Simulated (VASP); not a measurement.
CdO (Monteponite):

```
CELL_PARAMETERS angstrom
0.00000 2.34765 2.34765
2.34765 0.00000 2.34765
2.34765 2.34765 0.00000
ATOMIC_POSITIONS crystal
Cd 0.00000 0.00000 0.00000
O 0.50000 0.50000 0.50000
```

Base run:

- Program: VASP 6.6.1
- Functional: PBE
- Potentials or basis: VASP PAW PBE potentials, release 64 (Cd, O)
- Cutoff: 520 eV
- k mesh: 8 × 8 × 8
- Occupations: gaussian, width 0.02 eV
- Spin: no spin polarisation

Its results: pressure 8.0 GPa.

Q: The run is repeated on the same cell with these changes: functional from PBE to PBE0. What comes out?

A: Pressure 2.5 GPa.

Caveats: the PAW data sets were made with another functional, which shifts forces and pressure a little (some runs).
